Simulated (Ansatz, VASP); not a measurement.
# AgCl in two plane-wave programs

One calculation is typed for both programs; each brings its own data sets and cutoff. How far apart do they land? The cell is taken from a series of VASP runs on this material, whose earlier steps may have relaxed, scaled or displaced it; both programs get it as it stands.

Main program and level: Ansatz 0.2.0; plane waves, with VASP 6.6.1 beside it; single point at LDA, band structure at LDA, spin-orbit coupling and band structure at LDA.

## Step 1: Starting point

It takes space group Fm-3m (No. 225, cubic). Conventional cell: a = 5.470 Å, b = 5.470 Å, c = 5.470 Å, α = 90.00°, β = 90.00°, γ = 90.00°. Nearest to Ag lie 6 Cl at 2.73 Å. Cl has 6 Ag at 2.73 Å nearest. Farther neighbours and most contacts between anions are not listed.

## Step 2: Ansatz: single point, LDA

Ansatz runs on its default PAW (the set named soft_2) files.

A single point gives forces, pressure and levels at one fixed geometry, so differences don't come from the geometry; what else differs is listed under the comparison.

The input, input.yaml:

```yaml
crystal:
  lattice:
    - [0.0, 2.735, 2.735]
    - [2.735, 0.0, 2.735]
    - [2.735, 2.735, 0.0]
  atoms:
    - { symbol: Ag, position: [0.0, 0.0, 0.0] }
    - { symbol: Cl, position: [0.5, 0.5, 0.5] }
hamiltonian:
  xc: lda
  pseudopotentials: { kind: paw }
kpoints:
  mp_grid: { grid: [8, 8, 8] }
scf:
  occupations: { method: gaussian, width: 0.02 }
  n_extra_bands: 4
output:
  forces: true
  stress: true
  eigenvalues: true
  write_density: true
  write_potential: true
  elf: true
  volumetric_format: npy
```

Command:

```
$ ansatz run input.yaml --threads 2 --pin off --max-ram 4608MiB --backend cpu --events-out ev --progress --plain --runs-dir out
```

Numbers of over 12 decimals in the logs are rounded to 6 here.

Output:

```text
scf.n_extra_bands = 4 over 13 filled bands (N_el = 26.0): the run solves 17 bands
Engine: ansatz 0.2.0, aarch64-unknown-linux-gnu
Pseudopotentials: kind: paw
Pseudopotential: Ag, paw, valence charge 19, recommended cutoff 420 eV (normal), Ag.paw.azcp
Pseudopotential: Cl, paw, valence charge 7, recommended cutoff 420 eV (normal), Cl.paw.azcp
Functional definition: SPW92
  exchange = slater_x
  correlation = pw_c
Crystal: 2 atoms, lattice volume = 40.917 Å³
Basis set: ecut = 420 eV, 821 PW (Γ)
Bands: 17, of which v1, the nominal top of the filled ones, is band 13 counted from 1 (12 counted from 0)
Symmetry: 48 space group operations
Space group: Fm-3m (ITA 225), of the structure as read, at distance tolerance 3.4e-5 Å
k-points: 29 of 512
Non-local potential: Ag, projectors of the file, l = 0: 3, l = 1: 2, l = 2: 2, l = 3: 1
Non-local potential: Cl, projectors of the file, l = 0: 2, l = 1: 2, l = 2: 2
PAW form: soft (Blöchl's): semilocal exchange-correlation on the pseudo side does not see the compensation charge
PAW frozen core: Ag, regenerated for the run's functional, and the local potential with it (the file was generated under x = pbe(κ = 0.804, μ = 0.219515), c = pbe(β = 0.066725))
PAW frozen core: Cl, regenerated for the run's functional, and the local potential with it (the file was generated under x = pbe(κ = 0.804, μ = 0.219515), c = pbe(β = 0.066725))
PAW one-centre angular grid: Ag, 590 points (default); XC on 64 Gauss nodes
PAW one-centre angular grid: Cl, 110 points (default); XC on 64 Gauss nodes
Initial density: superposition of atomic densities (neutral atoms: chi_scale 0, normalization atom), corrected by the library's trained network
Initial wavefunctions: pseudopotential atomic-orbital guess
Functional: x = slater, c = lda
SCF iter   1: F=—  HF=-8502.912590 eV  |F-HF|=—  |Δ(HF+E_count)|=         —  Δρ=1.18e-2  dr2=5.18e-2  ethr=1.77e-3  ⟨swp⟩=5.4  Hψ=2396  notcnv=0
preconditioner: auto → none  [insulator: Δε(μ)=0.466 eV  Ē_g=10.837 eV  σ=0.020 eV  W_gap=1.00  n_scr=14 (ndim 8)  ℏωp=24.6 eV  f_vac=0.026  D(μ)=0.00/eV (n_scr^D=0)  ε∞_Penn≈6.2]
SCF iter   2: F=—  HF=-8502.897565 eV  |F-HF|=—  |Δ(HF+E_count)|=   1.50e-2  Δρ=4.76e-3  dr2=4.65e-3  ethr=1.99e-4  ⟨swp⟩=2.2  Hψ=1079  notcnv=0
SCF iter   3: F=—  HF=-8502.896133 eV  |F-HF|=—  |Δ(HF+E_count)|=   1.43e-3  Δρ=2.00e-3  dr2=8.31e-4  ethr=1.79e-5  ⟨swp⟩=2.1  Hψ=947  notcnv=0
SCF iter   4: F=—  HF=-8502.895918 eV  |F-HF|=—  |Δ(HF+E_count)|=   2.15e-4  Δρ=7.58e-4  dr2=1.57e-4  ethr=3.20e-6  ⟨swp⟩=2.0  Hψ=669  notcnv=0
SCF iter   5: F=—  HF=-8502.895866 eV  |F-HF|=—  |Δ(HF+E_count)|=   5.19e-5  Δρ=9.33e-5  dr2=2.14e-6  ethr=6.04e-7  ⟨swp⟩=2.0  Hψ=695  notcnv=0
SCF iter   6: F=—  HF=-8502.895860 eV  |F-HF|=—  |Δ(HF+E_count)|=   5.52e-6  Δρ=8.74e-6  dr2=2.08e-8  ethr=3.85e-10  ⟨swp⟩=6.4  Hψ=3207  notcnv=0
SCF iter   7: F=-8502.895860 eV  HF=-8502.895860 eV  |F-HF|=2.18e-11  |Δ(HF+E_count)|=   4.52e-9  Δρ=4.96e-7  dr2=5.87e-11  ethr=7.98e-11  ⟨swp⟩=5.4  Hψ=2675  notcnv=0
SCF 1 converged in 7 iterations: F = -8502.895860 eV  dr2 = 5.87e-11
  greatest PAW one-centre occupation: 1.002 electrons in one spin orbital (limit 2), on the Ag atom at site 0 (counted from 0), in its partial waves of l = 0
SCF converged after 7 iterations
Free energy (F): -8502.895860 eV
Harris-Foulkes:  -8502.895860 eV  (|F-HF|=2.18e-11)
Internal energy: -8502.895860 eV  (E = F + TS)
E sigma→0 (E₀):  -8502.895860 eV
Fermi energy:    8.821496 eV
--- Per-component energies (eV) ---
  E_band       = -352.446218
  E_kinetic    = 688.813703
  E_local      = -3150.329075  (includes V_loc(G=0)·N_el)
  E_nonlocal   = 120.714206
  E_hartree    = 1378.948855
  E_xc         = -287.355818
  E_vxc        = -353.135919  (∫ρ·V_xc dr)
  E_paw        = -4398.810958  (= ΣΔE_a)
  E_vpaw       = -416.407288  (= ΣTr[D̂ρ^β])
  E_aug_tail   = 0.000371  (compensation charges beyond the density's cutoff)
  E_ewald      = -2855.792444
  E_core_change = 0.915299  (= ΣΔE_core)
  E_smearing   = -0.000000  (= −TS)
  E_closure    = 0.000000  (closes the sum)
  Σ components = -8502.895860   (vs F -8502.895860, Δ=0.00e0)
--- Forces (eV/Å), atoms counted from 1 ---
  atom   1  Ag    -0.00000000     0.00000000    -0.00000000
  atom   2  Cl     0.00000000     0.00000000     0.00000000
  max |Σ_I F_I| component: 6.57e-30 eV/Å
--- Stress (GPa, compression-positive) ---
       -3.771515      -0.000000      -0.000000
       -0.000000      -3.771515      -0.000000
       -0.000000       0.000000      -3.771515
  P = ⅓ Tr σ = -3.7715 GPa (-37.715 kbar)
--- Band table (eV; the first three rows and the last of 29) ---
  k-point 0: bands = [... 9 lower, 5.8616, 6.0379, 6.0379, 6.0379, 9.1271, 19.0595, 19.0595, 19.0595]
  k-point 1: bands = [... 9 lower, 5.8828, 6.1520, 6.8128, 6.8128, 9.9001, 17.6926, 18.7423, 18.7423]
  k-point 2: bands = [... 9 lower, 6.0266, 6.3079, 7.6352, 7.6352, 11.2594, 16.0573, 17.4094, 17.4094]
  k-point 28: bands = [... 9 lower, 6.3373, 6.3778, 6.3822, 7.1641, 12.5408, 16.1674, 16.1674, 16.2549]
```

The job ended after 1.2 s (2 threads of Arm Neoverse V2, shared host; peak memory 0.28 GiB).

The column dr2 measures how far the density is from self-consistency, as an energy; F and HF (Harris–Foulkes) agree once it is small.

The run ends at a pressure of -3.77 GPa.

## Step 3: VASP: single point, LDA

The same cell, functional (in two slightly different forms), mesh and smearing now go to VASP, with its own data sets and cutoff.

Lines of VASP's logs that name or quote its potential files are left out, and so is its time.

The input, INCAR:

```
SYSTEM = AgCl
PREC = Accurate
ENCUT = 400
EDIFF = 1E-08
NELM = 100
ISMEAR = 0
SIGMA = 0.02
LREAL = .FALSE.
ALGO = Normal
GGA = CA
NBANDS = 15
LORBIT = 11
LWAVE = .FALSE.
LCHARG = .FALSE.
KPAR = 4
```

The input, POSCAR:

```
AgCl
1.0
    0.0000000000      2.7350000000      2.7350000000
    2.7350000000      0.0000000000      2.7350000000
    2.7350000000      2.7350000000      0.0000000000
Ag Cl
1 1
Direct
    0.0000000000      0.0000000000      0.0000000000
    0.5000000000      0.5000000000      0.5000000000
```

The input, KPOINTS:

```
Automatic mesh
0
Gamma
8 8 8
0 0 0
```

The input, KPOINTS_OPT:

```
points round the band edges
26
Reciprocal
  0.5000000000   0.0000000000   0.0000000000 1
  0.0000000000   0.0000000000   0.0000000000 1
  0.5000000000  -0.0034823102  -0.0034823102 1
  0.5000000000   0.0034823102   0.0034823102 1
  0.4965176898   0.0000000000  -0.0034823102 1
  0.5034823102   0.0000000000   0.0034823102 1
  0.4965176898  -0.0034823102   0.0000000000 1
  0.5034823102   0.0034823102  -0.0000000000 1
  0.5000000000  -0.0130586631  -0.0130586631 1
  0.5000000000   0.0130586631   0.0130586631 1
  0.4869413369   0.0000000000  -0.0130586631 1
  0.5130586631   0.0000000000   0.0130586631 1
  0.4869413369  -0.0130586631   0.0000000000 1
  0.5130586631   0.0130586631  -0.0000000000 1
  0.0000000000  -0.0034823102  -0.0034823102 1
 -0.0000000000   0.0034823102   0.0034823102 1
 -0.0034823102   0.0000000000  -0.0034823102 1
  0.0034823102   0.0000000000   0.0034823102 1
 -0.0034823102  -0.0034823102   0.0000000000 1
  0.0034823102   0.0034823102  -0.0000000000 1
  0.0000000000  -0.0130586631  -0.0130586631 1
 -0.0000000000   0.0130586631   0.0130586631 1
 -0.0130586631   0.0000000000  -0.0130586631 1
  0.0130586631   0.0000000000   0.0130586631 1
 -0.0130586631  -0.0130586631   0.0000000000 1
  0.0130586631   0.0130586631  -0.0000000000 1
```

PAW data sets: Ag and Cl (LDA family, release 64).

Command:

```
$ mpirun -np 4 vasp_std
```

Output:

```text
[banner, memory and clock lines left out]
running    4 mpi-ranks, on    1 nodes
 distrk:  each k-point on    1 cores,    4 groups
 distr:  one band on    1 cores,    1 groups

 POSCAR found type information on POSCAR AgCl
 POSCAR found :  2 types and       2 ions
 LDA part: xc-table for (Slater(with rela. corr.)+CA(PZ))
 , standard interpolation
 POSCAR, INCAR and KPOINTS ok, starting setup
 FFT: planning ... GRIDC
 FFT: planning ... GRID_SOFT
 FFT: planning ... GRID
 WAVECAR not read
 entering main loop
       N       E                     dE             d eps       ncg     rms          rms(c)
DAV:   1     0.807654249798E+02    0.80765E+02   -0.76998E+03   910   0.878E+02
DAV:   2    -0.412024365237E+01   -0.84886E+02   -0.79935E+02  1073   0.205E+02
DAV:   3    -0.690119606185E+01   -0.27810E+01   -0.27733E+01  1010   0.397E+01
DAV:   4    -0.692060242324E+01   -0.19406E-01   -0.19404E-01  1108   0.360E+00
DAV:   5    -0.692084853467E+01   -0.24611E-03   -0.24611E-03  1101   0.395E-01    0.712E+00
DAV:   6    -0.677113307281E+01    0.14972E+00   -0.25796E-01  1112   0.709E+00    0.466E+00
DAV:   7    -0.676476887079E+01    0.63642E-02   -0.64534E-02  1024   0.180E+00    0.203E+00
DAV:   8    -0.676223966781E+01    0.25292E-02   -0.40010E-03   989   0.604E-01    0.255E-01
DAV:   9    -0.676214991214E+01    0.89756E-04   -0.29173E-04  1171   0.244E-01    0.384E-02
DAV:  10    -0.676215725068E+01   -0.73385E-05   -0.21196E-05  1067   0.425E-02    0.110E-02
DAV:  11    -0.676215737460E+01   -0.12392E-06   -0.39556E-07  1185   0.507E-03    0.182E-03
DAV:  12    -0.676215735142E+01    0.23180E-07   -0.18139E-07  1052   0.310E-03    0.716E-04
DAV:  13    -0.676215734951E+01    0.19104E-08   -0.12544E-08   852   0.113E-03
   1 F= -.67621573E+01 E0= -.67621573E+01  d E =-.348353E-11
 Start KPOINTS_OPT (optional k-point list driver)
k-point batch [1-26\26]
       N       E                     dE             ncg
DAV:   1     0.244603935849E+04   -0.42880E+04      804
DAV:   2     0.179211311699E+03   -0.22668E+04      941
DAV:   3     0.111293987235E+03   -0.67917E+02      948
DAV:   4     0.110893378928E+03   -0.40061E+00      941
DAV:   5     0.110888104102E+03   -0.52748E-02      997
DAV:   6     0.110888014298E+03   -0.89804E-04      969
DAV:   7     0.110888012523E+03   -0.17755E-05      983
DAV:   8     0.110888012488E+03   -0.34984E-07      858
DAV:   9     0.110888012485E+03   -0.27930E-08      796
```

Parts of OUTCAR (step 3):

```text
ion  position               nearest neighbor table
   1  0.000  0.000  0.000-   2 2.73   2 2.73   2 2.73   2 2.73   2 2.73   2 2.73
   2  0.500  0.500  0.500-   1 2.73   1 2.73   1 2.73   1 2.73   1 2.73   1 2.73

  LATTYP: Found a face centered cubic cell.
 ALAT       =     5.4700000000

 Subroutine GETGRP returns: Found 48 space group operations
 (whereof 48 operations were pure point group operations)

The static configuration has the point symmetry O_h .

 Found     29 irreducible k-points:

   k-points           NKPTS =     29   k-points in BZ     NKDIM =     29   number of bands    NBANDS=     15

   dimension x,y,z NGX =    28 NGY =   28 NGZ =   28
   dimension x,y,z NGXF=    56 NGYF=   56 NGZF=   56

   ENCUT  =  400.0 eV  29.40 Ry    5.42 a.u.   6.31  6.31  6.31*2*pi/ulx,y,z

   NELECT =      18.0000    total number of electrons

 k-points in reciprocal lattice and weights: Automatic mesh
   0.00000000  0.00000000  0.00000000       0.002
   0.12500000  0.00000000  0.00000000       0.016
   0.25000000  0.00000000  0.00000000       0.016
   0.37500000  0.00000000  0.00000000       0.016
   0.50000000  0.00000000  0.00000000       0.008
   0.12500000  0.12500000  0.00000000       0.012
   0.25000000  0.12500000  0.00000000       0.047
   0.37500000  0.12500000  0.00000000       0.047
   0.50000000  0.12500000  0.00000000       0.047
[...]
-0.37500000  0.50000000  0.12500000       0.023
  -0.25000000  0.50000000  0.25000000       0.012

 average (electrostatic) potential at core
       1 -73.2161       2 -95.2338

 E-fermi :   4.2084

 k-point     1 :       0.0000    0.0000    0.0000
  band No.  band energies     occupation
    ...
      5       1.4657      2.00000
      6       1.4657      2.00000
      7       1.6474      2.00000
      8       1.6474      2.00000
      9       1.6474      2.00000
     10       4.7632      0.00000
     11      14.8539      0.00000
     12      14.8539      0.00000
     13      14.8539      0.00000
     14      16.1054      0.00000
    ...

 k-point     2 :       0.1250    0.0000    0.0000
  band No.  band energies     occupation
    ...
      5       1.4860      2.00000
      6       1.4860      2.00000
      7       1.7587      2.00000
      8       2.4209      2.00000
      9       2.4209      2.00000
     10       5.5326      0.00000
     11      13.3906      0.00000
     12      14.4954      0.00000
     13      14.4954      0.00000
     14      16.0924      0.00000
    ...

 k-point     3 :       0.2500    0.0000    0.0000
  band No.  band energies     occupation
    ...
      5       1.6299      2.00000
      6       1.6299      2.00000
      7       1.9142      2.00000
      8       3.2440      2.00000
      9       3.2440      2.00000
     10       6.8883      0.00000
     11      11.7161      0.00000
     12      13.1149      0.00000
     13      13.1149      0.00000
     14      16.3191      0.00000
    ...

  Total       -1.0119972     -1.0119972     -1.0119972     -0.0000000      0.0000000     -0.0000000
  in kB      -39.6266979    -39.6266979    -39.6266979     -0.0000000      0.0000000     -0.0000000
  external PRESSURE =     -39.6266979 kB  Pullay stress =       0.0000000 kB

  energy-cutoff  :      400.00
  volume of cell :       40.92
      direct lattice vectors                 reciprocal lattice vectors
     0.000000000  2.735000000  2.735000000    -0.182815356  0.182815356  0.182815356
     2.735000000  0.000000000  2.735000000     0.182815356 -0.182815356  0.182815356
     2.735000000  2.735000000  0.000000000     0.182815356  0.182815356 -0.182815356

 POSITION                                       TOTAL-FORCE (eV/Angst)
 -----------------------------------------------------------------------------------
      0.00000      0.00000      0.00000         0.000000      0.000000      0.000000
      2.73500      2.73500      2.73500        -0.000000     -0.000000     -0.000000
 -----------------------------------------------------------------------------------
    total drift:                                0.000000      0.000000      0.000000

  FREE ENERGIE OF THE ION-ELECTRON SYSTEM (eV)
  ---------------------------------------------------
  free  energy   TOTEN  =        -6.7621573495 eV

  energy  without entropy=       -6.7621573495  energy(sigma->0) =       -6.76215735

 total charge
# of ion       s       p       d       tot
------------------------------------------
    1        0.223   0.161   9.349   9.732
    2        1.600   3.434   0.000   5.035
--------------------------------------------------
tot          1.823   3.595   9.349  14.767

[... 3 further parts left out ...]
```

The run ends at a pressure of -3.96 GPa.

## Step 4: Side by side

Known differences besides the potentials themselves: the two LDA forms differ slightly; the data sets hold 26 valence electrons in Ansatz (default PAW (the set named soft_2) files) and 18 in VASP; the cutoff is 420 eV in Ansatz and 400 eV in VASP; VASP's log shows a relativistic correction to its local exchange, Ansatz's none. Total energies have different zeros and are not compared.

Both answers:

```csv
quantity,Ansatz,VASP,difference
pressure (GPa),-3.77,-3.96,+0.19
gap on the k mesh (eV),0.612,0.639,-0.027
```

A gap on the mesh is an upper bound, since the band edges may lie between its points.

(Continued in part 2 of 2.)

[Lines on the potential files, build, host, timing and source positions are cut from VASP's logs without a mark.]

[Logs are printed without paths, hosts, clocks, repeated set-up lines and the standing remarks that a program may print on its own settings, such as how far it seeks lower states.]

[Hosts, paths, dates, database ids (printed as entryN), source tags and the programs' standing remarks are cut or masked in the printed files.]
